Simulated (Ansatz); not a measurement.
# PbS (R3m) in Ansatz: band structure with PBE0

Aim: the band structure of PbS with PBE0.

Everything below comes from runs of Ansatz 0.2.0. Logs are shortened: lines on timing, memory, paths and dates and some standing lists are left out, and cuts for length are marked.

**1. The structure**

Symmetry: R3m, No. 160, trigonal system. Conventional cell: a = 4.225 Å, b = 4.225 Å, c = 10.356 Å, α = 90.00°, β = 90.00°, γ = 120.00°. Pb (site symmetry 3m) has 6 S at 2.96 to 3.02 Å as nearest neighbours. Around S (site symmetry 3m) lie 6 Pb at 2.96 to 3.02 Å.

The cell is a database's computed one.

**2. Band structure, PBE0**

input.yaml

```yaml
crystal:
  lattice:
    - [2.1126617058, 1.2197458045, 3.4519162518]
    - [-2.1126617058, 1.2197458045, 3.4519162518]
    - [0.0, -2.4394916091, 3.4519162518]
  atoms:
    - { symbol: Pb, position: [0.98056578, 0.98056578, 0.98056578] }
    - { symbol: S, position: [0.47503555, 0.47503555, 0.47503555] }
hamiltonian:
  xc: pbe0
  pseudopotentials: { kind: paw }
kpoints:
  mp_grid: { grid: [4, 4, 4] }
  band_path:
    path:
      - [[0.0, 0.0, 0.0], [0.5, 0.0, 0.0], [0.5, 0.2499056766, -0.2499056766]]
      - [[0.7500943234, 0.5, 0.2499056766], [0.5, 0.5, 0.5], [0.0, 0.0, 0.0], [0.3749528383, 0.0, -0.3749528383]]
      - [[0.6250471617, 0.3749528383, 0.0], [0.5, 0.5, 0.0], [0.6250471617, 0.6250471617, 0.2499056766], [0.5, 0.5, 0.5]]
      - [[0.5, 0.0, 0.0], [0.7500943234, 0.3749528383, 0.3749528383]]
    npoints: 4
scf:
  occupations: { method: fermi_dirac, width: 0.05 }
  n_extra_bands: 6
output:
  forces: true
  stress: true
  eigenvalues: true
  fatbands: false
```

Potentials or basis: Ansatz PAW.

Run with:

```console
$ ansatz run input.yaml --threads 2 --pin off --max-ram 5632MiB --backend cpu --events-out ev --progress --plain --runs-dir out
```

Output:

```text
Warning: output.stress: scf.convergence.dr2_threshold = 1e-7 eV (the SCF's general default) is looser than the 2e-10 eV advised for a printed stress (1e-10 eV for each atom of the cell: 2). What an SCF threshold leaves in a stress goes as its square root, and in the free energy as the threshold itself, and one threshold admits the most on a small cell: of the crystals measured, under no hybrid functional and no lock of the moments, on runs that ended without the residual-converged pass, on stresses that held no estimate of that error, the worst erred by over 100 MPa in a component at 1e-7 eV an atom and by under 5 at 1e-10. Set scf.convergence.dr2_threshold to 2e-10 eV or tighter. The threshold is an SCF's pass mark: one that does not reach it within its budget of iterations ends unconverged, or closes short of it on a stop that the run arms, and scf.convergence.dr2_threshold's page says what that costs each kind of run
Warning: output.stress: scf.exx.energy_threshold = 1e-6 eV is looser than the 2e-8 eV advised for a stress under a hybrid functional (1e-8 eV for each atom of the cell: 2). Every SCF of the exchange loop can meet its threshold on dr2 while the loop round them stops early: no threshold on dr2 bounds what that leaves in the stress. Set scf.exx.energy_threshold to 2e-8 eV or tighter. The threshold is the loop's pass mark: a loop that does not reach it within its budget of cycles ends unconverged, and scf.exx.energy_threshold's page has the law
Warning: RAYON_NUM_THREADS=2 ignored (pool sized by the plan → 2); use --threads N
scf.n_extra_bands = 6 over 10 filled bands (N_el = 20.0): the run solves 16 bands
Engine: ansatz 0.2.0, x86_64-unknown-linux-gnu
Pseudopotentials: kind: paw
Pseudopotential: Pb, paw, valence charge 14, recommended cutoff 420 eV (normal), Pb.paw.azcp
Pseudopotential: S, paw, valence charge 6, recommended cutoff 420 eV (normal), S.paw.azcp
Functional definition: PBE0
  parameter a = 0.25
  parameter kappa = 0.804
  parameter beta = 0.06672455060314922
  exchange = (1 - a)*pbe_x(kappa = kappa, mu = beta*pi^2/3) + a*exact_x
  correlation = pbe_c(beta = beta)
Crystal: 2 atoms, lattice volume = 53.372 Å³
Basis set: ecut = 420 eV, 1037 PW (Γ), exchange–correlation on 60×60×60 points (8 copies of the dense FFT grid, shifted against one another)
Bands: 16, of which v1, the nominal top of the filled ones, is band 10 counted from 1 (9 counted from 0)
Symmetry: 6 space group operations
Space group: R3m (ITA 160), of the structure as read, at distance tolerance 3.8e-5 Å
k-points: 13 of 64 (time reversal used)
Non-local potential: Pb, projectors of the file, l = 0: 2, l = 1: 2, l = 2: 2, l = 3: 2
Non-local potential: S, projectors of the file, l = 0: 2, l = 1: 2, l = 2: 2
PAW form: soft (Blöchl's): semilocal exchange-correlation on the pseudo side does not see the compensation charge
PAW frozen core: Pb, regenerated for the run's functional, and the local potential with it (the file was generated under x = pbe(κ = 0.804, μ = 0.2195149727645171), c = pbe(β = 0.06672455060314922))
PAW frozen core: S, regenerated for the run's functional, and the local potential with it (the file was generated under x = pbe(κ = 0.804, μ = 0.2195149727645171), c = pbe(β = 0.06672455060314922))
PAW one-centre angular grid: Pb, 590 points (default); XC on 64 Gauss nodes
PAW one-centre angular grid: S, 110 points (default); XC on 64 Gauss nodes
Initial density: superposition of atomic densities (neutral atoms: chi_scale 0, normalization atom), corrected by the library's trained network
Initial wavefunctions: pseudopotential atomic-orbital guess
Functional: x = pbe(κ = 0.804, μ = 0.2195149727645171), c = pbe(β = 0.06672455060314922), warm-up for x = 0.75 pbe(κ = 0.804, μ = 0.2195149727645171) + 0.25 exact, c = pbe(β = 0.06672455060314922)
SCF iter   1: F=—  HF=-12809.556507 eV  |F-HF|=—  |Δ(HF+E_count)|=         —  Δρ=9.05e-4  dr2=3.52e-4  ethr=1.77e-3  ⟨swp⟩=12.6  Hψ=1095  notcnv=0
preconditioner: auto → none  [insulator: Δε(μ)=0.455 eV  Ē_g=17.282 eV  σ=0.050 eV  W_gap=0.98  n_scr=14 (ndim 8)  ℏωp=22.7 eV  f_vac=0.001  D(μ)=0.05/eV (n_scr^D=0)]
SCF iter   2: F=—  HF=-12809.556748 eV  |F-HF|=—  |Δ(HF+E_count)|=   2.41e-4  Δρ=3.71e-4  dr2=4.99e-5  ethr=1.76e-6  ⟨swp⟩=4.2  Hψ=592  notcnv=0  defer=5
SCF iter   3: F=-12809.556786 eV  HF=-12809.556782 eV  |F-HF|=3.52e-6  |Δ(HF+E_count)|=   3.46e-5  Δρ=1.57e-4  dr2=1.12e-5  ethr=2.50e-7  ⟨swp⟩=2.8  Hψ=359  notcnv=0  defer=2
SCF 1 stopped early in 3 iterations: F = -12809.556786 eV  dr2 = 1.12e-5
Initial density: handed on by an earlier stage of this run
Initial wavefunctions: those handed on with the density
Functional: x = 0.75 pbe(κ = 0.804, μ = 0.2195149727645171) + 0.25 exact, c = pbe(β = 0.06672455060314922)
Frozen-core exchange: fock
SCF iter   1: F=—  HF=-12810.817311 eV  |F-HF|=—  |Δ(HF+E_count)|=         —  Δρ=5.47e-3  dr2=1.50e-2  ethr=5.62e-7  ⟨swp⟩=10.0  Hψ=1187  notcnv=0
preconditioner: auto → none  [insulator: Δε(μ)=1.480 eV  Ē_g=20.007 eV  σ=0.050 eV  W_gap=1.00  n_scr=14 (ndim 8)  ℏωp=22.7 eV  f_vac=0.000  D(μ)=0.00/eV (n_scr^D=0)]
SCF iter   2: F=—  HF=-12810.812467 eV  |F-HF|=—  |Δ(HF+E_count)|=   4.84e-3  Δρ=1.99e-3  dr2=2.86e-3  ethr=5.62e-7  ⟨swp⟩=4.9  Hψ=622  notcnv=0
SCF iter   3: F=—  HF=-12810.820135 eV  |F-HF|=—  |Δ(HF+E_count)|=   7.67e-3  Δρ=1.25e-3  dr2=1.36e-3  ethr=5.62e-7  ⟨swp⟩=4.1  Hψ=593  notcnv=0
SCF iter   4: F=—  HF=-12810.819711 eV  |F-HF|=—  |Δ(HF+E_count)|=   4.24e-4  Δρ=1.73e-4  dr2=7.62e-5  ethr=5.62e-7  ⟨swp⟩=3.8  Hψ=502  notcnv=0
SCF iter   5: F=—  HF=-12810.819963 eV  |F-HF|=—  |Δ(HF+E_count)|=   2.53e-4  Δρ=2.11e-4  dr2=5.43e-5  ethr=6.00e-8  ⟨swp⟩=4.1  Hψ=526  notcnv=0
SCF iter   6: F=—  HF=-12810.819966 eV  |F-HF|=—  |Δ(HF+E_count)|=   3.25e-6  Δρ=8.38e-5  dr2=6.52e-6  ethr=6.00e-8  ⟨swp⟩=3.2  Hψ=405  notcnv=0  defer=1
SCF iter   7: F=-12810.819967 eV  HF=-12810.819968 eV  |F-HF|=1.26e-6  |Δ(HF+E_count)|=   1.35e-6  Δρ=3.93e-5  dr2=1.71e-6  ethr=3.05e-8  ⟨swp⟩=3.8  Hψ=463  notcnv=0  defer=1
SCF 2 stopped early in 7 iterations: F = -12810.819967 eV  dr2 = 1.71e-6
  Residual-converged pass: ⟨swp⟩=3.9  Hψ=508  notcnv=0  max |occ|·‖R‖ = 6.4e-6 eV (tolerance 6.7e-6 eV)  dr2=1.71e-6  dr2_onsite=4.54e-8  max |Δocc| = 5.6e-12
hybrid outer 1: dexx = +9.410e-3 eV, tail = 1.40e-5 eV
Frozen-core exchange: fock
SCF iter   1: F=—  HF=-12810.819851 eV  |F-HF|=—  |Δ(HF+E_count)|=         —  Δρ=4.57e-5  dr2=1.13e-6  ethr=3.50e-7  ⟨swp⟩=5.5  Hψ=546  notcnv=0
preconditioner: auto → none  [insulator: Δε(μ)=1.514 eV  Ē_g=19.995 eV  σ=0.050 eV  W_gap=1.00  n_scr=14 (ndim 8)  ℏωp=22.7 eV  f_vac=0.000  D(μ)=0.00/eV (n_scr^D=0)]
iter 2 solved again at ethr=4.02e-10 eV; its pass at ethr=5.50e-9 eV (dr2=8.04e-8 eV) is discarded
SCF iter   2: F=—  HF=-12810.819851 eV  |F-HF|=—  |Δ(HF+E_count)|=   4.59e-8  Δρ=1.52e-5  dr2=9.34e-8  ethr=4.02e-10  ⟨swp⟩=3.3  Hψ=859  notcnv=0  defer=11
SCF iter   3: F=—  HF=-12810.819851 eV  |F-HF|=—  |Δ(HF+E_count)|=   2.71e-8  Δρ=5.45e-6  dr2=1.04e-8  ethr=4.02e-10  ⟨swp⟩=3.8  Hψ=436  notcnv=0  defer=4
SCF iter   4: F=-12810.819851 eV  HF=-12810.819851 eV  |F-HF|=9.82e-11  |Δ(HF+E_count)|=  8.13e-10  Δρ=1.88e-6  dr2=1.06e-9  ethr=5.12e-11  ⟨swp⟩=4.4  Hψ=517  notcnv=0  defer=5
SCF 3 converged in 4 iterations: F = -12810.819851 eV  dr2 = 1.06e-9
  Residual-converged pass: ⟨swp⟩=3.8  Hψ=487  notcnv=0  max |occ|·‖R‖ = 4.3e-7 eV (tolerance 4.4e-7 eV)  dr2=1.05e-9  dr2_onsite=7.72e-11  max |Δocc| = 9.4e-15
hybrid outer 2: dexx = +2.030e-7 eV, tail = 6.57e-9 eV, Δε = 2.38e-3 eV (about 6.65e-5 eV left of the loop's levels), ΔF = 8.50e-4 eV/Å (tail 2.69e-4)
NSCF: frozen V_eff on 40 k-points
hybrid SCF converged: 2 outer / 11 inner (+3 warm-up), last move |dexx| = 2.03e-7 eV, tail = 6.57e-9 eV
Stability not checked: this state was not tested for a lower state beside it, because the functional holds exact exchange (a hybrid, or Hartree-Fock), whose exchange loop this test does not read (fock_operator; see scf.lower_state_search)
Free energy (F): -12810.819851 eV
Frozen-core exchange: fock
Harris-Foulkes:  -12810.819851 eV  (|F-HF|=9.82e-11)
Internal energy: -12810.819851 eV  (E = F + TS)
E sigma→0 (E₀):  -12810.819851 eV
Entropy (-TS):   -0.000000 eV (-0.000 meV/atom)
Fermi energy:    8.221189 eV
--- Per-component energies (eV) ---
  E_band       = -98.883802
  E_kinetic    = 392.270828
  E_local      = -1238.177645  (includes V_loc(G=0)·N_el)
  E_nonlocal   = 378.424975
  E_hartree    = 482.021704
  E_xc         = -244.759863
  E_vxc        = -170.115462  (∫ρ·V_xc dr)
  E_exx        = -50.701643  (= α·E_x^exact, valence–valence)
  E_paw        = -11028.407602  (= ΣΔE_a)
  E_vpaw       = -323.926805  (= ΣTr[D̂ρ^β])
  E_aug_tail   = 0.000050  (compensation charges beyond the density's cutoff)
  E_ewald      = -1501.771229
  E_core_change = 0.280574  (= ΣΔE_core)
  E_smearing   = -0.000000  (= −TS)
  E_closure    = 0.000000  (closes the sum)
  Σ components = -12810.819851   (vs F -12810.819851, Δ=-1.82e-12)
--- Forces (eV/Å), atoms counted from 1 ---
  atom   1  Pb     0.00000000    -0.00000000     0.02760205
  atom   2  S     -0.00000000     0.00000000    -0.02755393
  max |Σ_I F_I| component: 4.81e-5 eV/Å
--- Stress (GPa, compression-positive) ---
       -0.082678       0.000000       0.000000
        0.000000      -0.082678      -0.000000
        0.000000      -0.000000      -0.064554
  P = ⅓ Tr σ = -0.0766 GPa (-0.766 kbar)
--- Band table (eV; the first three rows and the last of 13) ---
  k-point 0: bands = ["-11.1800", "-11.1796", "-11.1796", "-11.1786", "-11.1786", "-7.5454", "0.9615", "5.0008", "5.0008", "5.0046", "14.1210", "14.1513", "14.1513", "15.6545", "15.6545", "15.6771"]
  k-point 1: bands = ["-11.1956", "-11.1951", "-11.1782", "-11.1590", "-11.1588", "-7.0249", "-0.6458", "5.1771", "5.1801", "6.2315", "11.0384", "12.0050", "12.0072", "15.7276", "16.9332", "16.9356"]
  k-point 2: bands = ["-11.2122", "-11.2114", "-11.1777", "-11.1383", "-11.1380", "-6.2795", "-2.1378", "5.4067", "5.4096", "7.4642", "8.9781", "10.6756", "10.6813", "17.5843", "19.2596", "19.2606"]
  k-point 12: bands = ["-11.2116", "-11.2116", "-11.1781", "-11.1382", "-11.1382", "-6.2861", "-2.1293", "5.4131", "5.4131", "7.4471", "8.9954", "10.6739", "10.6739", "17.5777", "19.2614", "19.2614"]
```

Wall time 8 min (2 threads of Intel Xeon at 2.50GHz (Skylake/Cascade Lake), shared host); peak memory 0.73 GiB.

What came out:

```yaml
Free_energy: -12810.8199 eV
Pressure: -0.1 GPa
Largest_force: 0.028 eV/Å
Band_gap_on_the_k_mesh: 1.51 eV, direct
Band_gap_along_the_path: 1.51 eV, direct
```

Forces on the atoms (eV/Å):
```
Pb   0.000  0.000  0.028
S    0.000  0.000 -0.028
```

Levels at the corners of the path, in eV from the valence-band top:
```csv
point,band 7,band 8,band 9,band 10,band 11,band 12,band 13,band 14
Γ,-6.50,-2.46,-2.46,-2.46,6.66,6.69,6.69,8.19
L,-9.60,-2.06,-2.05,0.00,1.51,3.21,3.22,10.12
B1,-8.57,-4.90,-4.90,-1.16,3.44,6.12,6.12,9.70
B,-8.57,-4.90,-4.90,-1.16,3.44,6.12,6.12,9.70
Z,-9.59,-2.05,-2.05,-0.02,1.53,3.21,3.21,10.11
Γ,-6.50,-2.46,-2.46,-2.46,6.66,6.69,6.69,8.19
X,-8.62,-5.25,-3.30,-2.73,4.66,5.55,6.53,7.65
Q,-8.62,-5.25,-3.30,-2.73,4.66,5.55,6.53,7.65
F,-7.75,-5.73,-3.83,-3.83,5.12,7.13,7.23,7.24
P1,-8.61,-5.26,-3.30,-2.73,4.66,5.55,6.53,7.66
Z,-9.59,-2.05,-2.05,-0.02,1.53,3.21,3.21,10.11
L,-9.60,-2.06,-2.05,0.00,1.51,3.21,3.22,10.12
P,-8.61,-5.26,-3.30,-2.73,4.66,5.55,6.53,7.66
```

Caveat: the k mesh is coarse (spacing up to 0.46 Å⁻¹), so the values aren't converged, least of all with exact exchange; spin-orbit coupling is left out, which as a rule narrows the gap of such compounds by several tenths of an eV; the PAW data sets come from PBE, with cores solved anew for the run's functional, which leaves a small shift of forces and pressure; the thresholds are loose for stress.
